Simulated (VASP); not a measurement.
# C (P6_3/mmc) in VASP: settings compared

The runs below take C through relaxation of cell and atoms, single point, with PBE, r2SCAN.

Program: VASP 6.6.1. These are calculated values, not measurements. Logs are shortened: lines on timing, memory, paths and dates and some standing lists are left out, and cuts for length are marked.

**1. The structure**

It takes space group P6_3/mmc (No. 194, hexagonal). The conventional cell has a = 2.464 Å, b = 2.464 Å, c = 6.711 Å, α = 90.00°, β = 90.00°, γ = 120.00°. C (site symmetry -6m2) has 3 C at 1.42 Å as nearest neighbours. Around C (site symmetry -6m2) lie 3 C at 1.42 Å.

**2. Relaxation of cell and atoms, PBE**

INCAR

```
SYSTEM = C
PREC     = Accurate       ! precision mode
ENCUT    = 600            ! plane-wave cutoff, eV
EDIFF    = 1E-6           ! SCF threshold, eV
ISMEAR   = 0              ! smearing method
SIGMA    = 0.05           ! smearing width, eV
LREAL    = .FALSE.        ! projectors in reciprocal space
LASPH    = .TRUE.         ! aspherical terms in the spheres
NELM     = 100            ! most SCF steps
ALGO     = Normal         ! electronic algorithm
ISIF     = 3              ! what is computed and relaxed
LWAVE    = .FALSE.        ! write WAVECAR
LCHARG   = .FALSE.        ! write CHGCAR
GGA      = PE             ! functional
IBRION   = 2              ! ionic algorithm
NSW      = 80             ! ionic steps
EDIFFG   = -0.03          ! ionic threshold
```

KPOINTS

```
Automatic mesh
0
G
  10 10 4
  0 0 0
```

POSCAR

```
C
1.0
    2.4640000000      0.0000000000      0.0000000000
   -1.2320000000      2.1338865949      0.0000000000
    0.0000000000      0.0000000000      6.7110000000
C
4
Direct
    0.0000000000      0.0000000000      0.2500000000
    0.0000000000      0.0000000000      0.7500000000
    0.3333333333      0.6666666667      0.2500000000
    0.6666666667      0.3333333333      0.7500000000
```

Potentials or basis: VASP PAW PBE potentials, release 64 (C).

Run with:

```
cat potpaw_PBE.64/C/POTCAR > POTCAR
mpirun -np 1 vasp_std > vasp.out
```

OUTCAR:

```text
SYSTEM = C
   PREC = Accurate
   ENCUT = 600
   EDIFF = 1E-6
   ISMEAR = 0
   LREAL = .FALSE.
   LASPH = .TRUE.
   NELM = 100
   ISIF = 3
   GGA = PE
   IBRION = 2
   NSW = 80
   EDIFFG = -0.03

 ion  position               nearest neighbor table
   1  0.000  0.000  0.250-   3 1.42   3 1.42   3 1.42
   2  0.000  0.000  0.750-   4 1.42   4 1.42   4 1.42
   3  0.333  0.667  0.250-   1 1.42   1 1.42   1 1.42
   4  0.667  0.333  0.750-   2 1.42   2 1.42   2 1.42

  LATTYP: Found a hexagonal cell.
 ALAT       =     2.4640000000
 C/A-ratio  =     2.7236201299

  Lattice vectors:

 A1 = (   2.4640000000,   0.0000000000,   0.0000000000)
 A2 = (  -1.2320000000,   2.1338865949,   0.0000000000)
 A3 = (   0.0000000000,   0.0000000000,   6.7110000000)

Analysis of symmetry for initial positions (statically):
=====================================================================
 Subroutine PRICEL returns:
 Original cell was already a primitive cell.

 Routine SETGRP: Setting up the symmetry group for a
 hexagonal supercell.

 Subroutine GETGRP returns: Found 24 space group operations
 (whereof 12 operations were pure point group operations)
 out of a pool of 24 trial point group operations.

The static configuration has the point symmetry D_3d.
 The point group associated with its full space group is D_6h.

Analysis of symmetry for dynamics (positions and initial velocities):
=====================================================================
 Subroutine PRICEL returns:
 Original cell was already a primitive cell.

 Routine SETGRP: Setting up the symmetry group for a
 hexagonal supercell.

 Subroutine GETGRP returns: Found 24 space group operations
 (whereof 12 operations were pure point group operations)
 out of a pool of 24 trial point group operations.

The dynamic configuration has the point symmetry D_3d.
 The point group associated with its full space group is D_6h.

 Subroutine INISYM returns: Found 24 space group operations
 (whereof 12 operations are pure point group operations),
 and found     1 'primitive' translations

----------------------------------------------------------------------------------------

                                     Primitive cell

  volume of cell :      35.2857

  direct lattice vectors                    reciprocal lattice vectors
     2.464000000  0.000000000  0.000000000     0.405844156  0.234314233  0.000000000
    -1.232000000  2.133886595  0.000000000     0.000000000  0.468628465  0.000000000
     0.000000000  0.000000000  6.711000000     0.000000000  0.000000000  0.149009090
[... 92 lines left out ...]
   IBRION =      2    ionic relax: 0-MD 1-quasi-New 2-CG
   NFREE  =      1    steps in history (QN), initial steepest desc. (CG)
   ISIF   =      3    stress and relaxation
   ISYM   =      2    0-nonsym 1-usesym 2-fastsym
   POTIM  = 0.5000    time-step for ionic-motion
   TEBEG  =    0.0;   TEEND  =   0.0 temperature during run
   PSTRESS=    0.0 pullay stress
   NELECT =      16.0000    total number of electrons
   NUPDOWN=      -1.0000    fix difference up-down
   EMIN   =  10.00;   EMAX   =-10.00  energy-range for DOS
   EFERMI =   0.00;   METHOD = LEGACY
   ISMEAR =     0;   SIGMA  =   0.05  broadening in eV -4-tet -1-fermi 0-gaus
   EFERMI_NEDOS =   21; number of points for ismear=-14 and -15
   IALGO  =     38    algorithm
   IMIX   =      4    mixing-type and parameters
     AMIX     =   0.40;   BMIX     =  1.00
     AMIX_MAG =   1.60;   BMIX_MAG =  1.00
  volume/ion in A,a.u.               =       8.82        59.53
  Fermi-wavevector in a.u.,A,eV,Ry     =   1.257714  2.376734 21.522285  1.581843
  Thomas-Fermi vector in A             =   2.391359
   LORBIT       =      0    0 simple, 1 ext, 2 COOP (PROOUT), +10 PAW based schemes
   GGA     = PE    functional components
   LHFCALC =     F    Hartree Fock is set to
   AEXX    =    0.0000 exact exchange contribution
   IVDW    =     0    specifies the selected vdW correction
   LEPSILON=     F    determine dielectric tensor
   LRPA    =     F    only Hartree local field effects (RPA)
 conjugate gradient relaxation of ions
 non-spin polarized calculation
 Gauss-broadening in eV      SIGMA  =   0.05
  energy-cutoff  :      600.00
  volume of cell :       35.29
 maximum number of plane-waves:      1200
 NGX is ok and might be reduce to    20
   NGX =  9   NGY =  9   NGZ = 27

--------------------------------------- Ionic step        1  -------------------------------------------

 number of electron      16.0000002 magnetization

 Free energy of the ion-electron system (eV)
  ---------------------------------------------------
  ext. energy  EPLUGINS =         0.00000000
  ---------------------------------------------------
  free energy    TOTEN  =       -36.86001840 eV

  energy without entropy =      -36.86001840  energy(sigma->0) =      -36.86001840

------------------------ aborting loop because EDIFF is reached ----------------------------------------

  FORCE on cell =-STRESS in cart. coord.  units (eV):
  Direction    XX          YY          ZZ          XY          YZ          ZX
  --------------------------------------------------------------------------------------
  -------------------------------------------------------------------------------------
  Total        0.2134558      0.2134558      0.7445826      0.0000000     -0.0000000      0.0000000
  in kB        9.6921318      9.6921318     33.8083669      0.0000000     -0.0000000      0.0000000
  external PRESSURE =      17.7308768 kB  Pullay stress =       0.0000000 kB
[... 824 lines left out ...]
      1     -11.0300      2.00000
      2     -10.9733      2.00000
      3      -8.6076      2.00000
      4      -8.5634      2.00000
      5      -3.3510      2.00000
      6      -3.3328      2.00000
      7       1.0240      2.00000
      8       1.4415      2.00000
      9       5.6156      0.00000
     10       5.9382      0.00000
     11      11.9698      0.00000
     12      12.1045      0.00000

 [... further k-points ...]

[... ionic steps 4 to 10 ...]

--------------------------------------- Ionic step       11  -------------------------------------------

 number of electron      16.0000001 magnetization

------------------------ aborting loop because EDIFF is reached ----------------------------------------
[... 71 lines left out ...]
--------------------------------------- Ionic step       13  -------------------------------------------

 number of electron      16.0000000 magnetization

 Free energy of the ion-electron system (eV)
  ---------------------------------------------------
  ext. energy  EPLUGINS =         0.00000000
  ---------------------------------------------------
  free energy    TOTEN  =       -36.91111811 eV

  energy without entropy =      -36.91111811  energy(sigma->0) =      -36.91111811

 E-fermi :   2.7019     XC(G=0):  -9.1816

 val. band max:        2.4737983689   @ k =   0.3000   0.3000   0.0000
 cond. band min:       4.2150039918   @ k =   0.3000   0.3000   0.0000
 fundamental gap:      1.7412056230
 Fermi energy:         2.7019231260
[... 391 lines left out ...]
  FREE ENERGIE OF THE ION-ELECTRON SYSTEM (eV)
  ---------------------------------------------------
  free  energy   TOTEN  =       -36.9111181083 eV

  energy  without entropy=      -36.9111181083  energy(sigma->0) =      -36.91111811

 reached required accuracy - stopping structural energy minimisation
```

Run time: 65 s. Hardware: 1 thread of Intel Xeon 6975P-C (Granite Rapids), shared host; peak memory 0.15 GiB.

Results:

| Quantity | Value |
| --- | --- |
| Free energy | -36.9111 eV |
| Relaxed volume | 10.46 Å³/atom |
| Relaxed cell | a = 2.467 Å, b = 2.467 Å, c = 7.936 Å, α = 90.00°, β = 90.00°, γ = 120.00° |
| Space group after relaxing (to 0.05 Å) | P6_3/mmc (No. 194) |
| Energy gained by relaxing | 12.8 meV/atom |
| Ionic steps | 13 |
| Pressure after relaxing | 0.0 GPa |
| Band gap on the k mesh | 1.74 eV, direct |

Step by step:
```
step  energy change (eV)  largest force (eV/Å)  pressure (GPa)  volume (Å³)
   1              0.0000                0.0000            1.77        35.29
   2             -0.0057                0.0000           -0.40        35.79
   3             -0.0071                0.0000           -2.75        36.36
   4             -0.0084                0.0000           -2.77        36.43
   5             -0.0121                0.0000           -2.70        36.65
   6             -0.0188                0.0000           -2.59        37.07
   7             -0.0296                0.0000           -2.37        37.93
   8             -0.0433                0.0000           -1.88        39.64
   9             -0.0490                0.0000           -1.05        43.05
  10             -0.0502                0.0000           -1.26        41.93
  11             -0.0502                0.0000           -1.22        42.14
  12             -0.0504                0.0000            1.14        41.55
  13             -0.0511                0.0000            0.03        41.83
```

Final structure:
```cif
data_structure
_symmetry_space_group_name_H-M 'P 1'
_symmetry_Int_Tables_number 1
_cell_length_a 2.4669
_cell_length_b 2.4669
_cell_length_c 7.9363
_cell_angle_alpha 90.000
_cell_angle_beta 90.000
_cell_angle_gamma 120.000
_cell_volume 41.83
loop_
_atom_site_label
_atom_site_type_symbol
_atom_site_fract_x
_atom_site_fract_y
_atom_site_fract_z
_atom_site_occupancy
C1 C 0.00000 0.00000 0.25000 1
C2 C 0.00000 0.00000 0.75000 1
C3 C 0.33333 0.66667 0.25000 1
C4 C 0.66667 0.33333 0.75000 1
```

Caveat: the volume moved by over 15 % at a fixed basis, so the end points are rough; this functional lacks dispersion, which binds the layers, so the pressure and a relaxed spacing across them are unreliable, and here the layers came unbound.

**3. Single point, r2SCAN**

This run uses another cell than the first one, of 9.26 Å³/atom, 1.049 times its volume.

POSCAR

```
C
1.0
    2.4555890482      0.0000000000      0.0000000000
   -1.2277945241      2.1266024970      0.0000000000
    0.0000000000      0.0000000000      7.0897376076
C
4
Direct
    0.0000000000      0.0000000000      0.2500000000
    0.0000000000      0.0000000000      0.7500000000
    0.3333333333      0.6666666667      0.2500000000
    0.6666666667      0.3333333333      0.7500000000
```

INCAR.step1

```
ALGO     = Normal         # electronic algorithm
EDIFF    = 1E-4           # SCF threshold, eV
ENCUT    = 520            # plane-wave cutoff, eV
GGA      = PE             # functional
ISMEAR   = 0              # smearing method
LASPH    = True           # aspherical terms in the spheres
LCHARG   = False          # write CHGCAR
LREAL    = False          # projectors in reciprocal space
LWAVE    = True           # write WAVECAR
NBANDS   = 16             # bands
NELM     = 100            # most SCF steps
PREC     = Accurate       # precision mode
SIGMA    = 0.05           # smearing width, eV
```

INCAR.step2

```
ALGO     = Normal         # electronic algorithm
EDIFF    = 1E-7           # SCF threshold, eV
ENCUT    = 520            # plane-wave cutoff, eV
ISIF     = 2              # what is computed and relaxed
ISMEAR   = 0              # smearing method
ISTART   = 1            
LASPH    = True           # aspherical terms in the spheres
LCHARG   = True           # write CHGCAR
LELF     = True           # ELF
LMIXTAU  = True         
LREAL    = False          # projectors in reciprocal space
LVHAR    = True         
LWAVE    = False          # write WAVECAR
METAGGA  = R2SCAN         # meta-GGA
NBANDS   = 16             # bands
NELM     = 100            # most SCF steps
PREC     = Accurate       # precision mode
SIGMA    = 0.05           # smearing width, eV
```

KPOINTS

```
k-points
0
Gamma
  10 10 4
```

Potentials or basis: VASP PAW PBE potentials, release 64 (C).

Run with:

```
cat potpaw_PBE.64/C/POTCAR > POTCAR
cp INCAR.step1 INCAR
mpirun -np 1 vasp_std > vasp.out
cp INCAR.step2 INCAR
mpirun -np 1 vasp_std > vasp.out
```

Wall time 41 s (1 thread of Intel Xeon 6975P-C (Granite Rapids), shared host); peak memory 0.15 GiB.

The run converged. Its results:

* Free energy: -39.7605 eV
* Pressure: 0.7 GPa
* Band gap on the k mesh: 1.56 eV, direct

Stress tensor (GPa, compression positive):
```
 1.08  0.00  0.00
 0.00  1.08  0.00
 0.00  0.00 -0.10
```

Levels at points of the mesh, in eV from the valence-band top:
```
           k point  band 5  band 6  band 7  band 8  band 9  band 10  band 11  band 12
(0.00, 0.00, 0.00)   -2.51   -2.51   -2.50   -2.50    4.67     9.42     9.42     9.45
(0.50, 0.00, 0.00)   -6.14   -6.11   -2.13   -1.60    2.30     2.89     8.35     8.62
(0.00, 0.00, 0.50)   -2.51   -2.51   -2.51   -2.51    7.02     7.02     9.44     9.44
(0.50, 0.00, 0.50)   -6.12   -6.12   -1.83   -1.83    2.47     2.47     8.48     8.48
```

Caveat: the PAW data sets were made with another functional, which shifts forces and pressure a little. r2SCAN opens gaps a little over a GGA but as a rule still falls short of measured ones.

**4. Single point, r2SCAN**

This run uses another cell than the first one, of 9.39 Å³/atom, 1.064 times its volume.

POSCAR

```
C
1.0
    2.4561646774      0.0000000000      0.0000000000
   -1.2280823387      2.1271010065      0.0000000000
    0.0000000000      0.0000000000      7.1856082029
C
4
Direct
    0.0000000000      0.0000000000      0.2500000000
    0.0000000000      0.0000000000      0.7500000000
    0.3333333333      0.6666666667      0.2500000000
    0.6666666667      0.3333333333      0.7500000000
```

INCAR.step1

```
SYSTEM = C
PREC = Accurate ; ENCUT = 520
ISMEAR = 0 ; SIGMA = 0.05
LREAL = .FALSE. ; LASPH = .TRUE.
NELM = 100 ; NBANDS = 16
GGA = PE ; ALGO = Normal
EDIFF = 1E-4 ; LWAVE = .TRUE.
LCHARG = .FALSE.
```

INCAR.step2

```
SYSTEM = C
PREC = Accurate ; ENCUT = 520
EDIFF = 1E-6 ; ISMEAR = 0
SIGMA = 0.05 ; LREAL = .FALSE.
LASPH = .TRUE. ; NELM = 100
ALGO = Normal ; ISIF = 2
LWAVE = .FALSE. ; LCHARG = .TRUE.
METAGGA = R2SCAN ; LMIXTAU = .TRUE.
LELF = .TRUE. ; LVHAR = .TRUE.
NBANDS = 16 ; ISTART = 1
```

KPOINTS

```
Automatic mesh
0
G
  10 10 4
  0 0 0
```

Run with:

```
cat potpaw_PBE.64/C/POTCAR > POTCAR
cp INCAR.step1 INCAR
mpirun -np 1 vasp_std > vasp.out
cp INCAR.step2 INCAR
mpirun -np 1 vasp_std > vasp.out
```

Wall time 34 s (1 thread of Intel Xeon 6975P-C (Granite Rapids), shared host); peak memory 0.15 GiB.

Results (log left out):

```yaml
Free_energy: -39.7603 eV
Pressure: 0.4 GPa
Band_gap_on_the_k_mesh: 1.60 eV, direct
```

Stress tensor (GPa, compression positive):
```
 0.81  0.00  0.00
 0.00  0.81  0.00
 0.00  0.00 -0.36
```

Levels at points of the mesh, in eV from the valence-band top:
| k point | band 6 | band 7 | band 8 | band 9 | band 10 | band 11 |
| --- | --- | --- | --- | --- | --- | --- |
| (0.00, 0.00, 0.00) | -2.49 | -2.48 | -2.48 | 4.60 | 9.44 | 9.44 |
| (0.50, 0.00, 0.00) | -6.08 | -2.08 | -1.59 | 2.33 | 2.89 | 8.38 |
| (0.00, 0.00, 0.50) | -2.48 | -2.48 | -2.48 | 6.86 | 6.86 | 9.46 |
| (0.50, 0.00, 0.50) | -6.10 | -1.80 | -1.80 | 2.50 | 2.50 | 8.50 |

Caveat: the PAW data sets were made with another functional, which shifts forces and pressure a little. A k mesh can miss the band edges.

**5. Overview**

| task | level | cell | cutoff (eV) | gap on the mesh (eV) | pressure (GPa) |
| --- | --- | --- | --- | --- | --- |
| relaxation of cell and atoms | PBE | relaxed | 600 | 1.74 | 0.0 |
| single point | r2SCAN | P6_3/mmc, 9.26 Å³/atom | 520 | 1.56 | 0.7 |
| single point | r2SCAN | P6_3/mmc, 9.39 Å³/atom | 520 | 1.60 | 0.4 |

Alike in all rows: potentials or basis VASP PAW PBE potentials, release 64 (C); no spin polarisation; k mesh 10 × 10 × 4; smearing gaussian 0.05 eV.

Caveats: the PAW data sets were made with another functional, which shifts forces and pressure a little (some runs); the volume moved by over 15 % at a fixed basis, so the end points are rough (some runs); this functional lacks dispersion, which binds the layers, so the pressure and a relaxed spacing across them are unreliable, and here the layers came unbound (some runs).

Absolute energies hang on the potentials; compare differences alone.
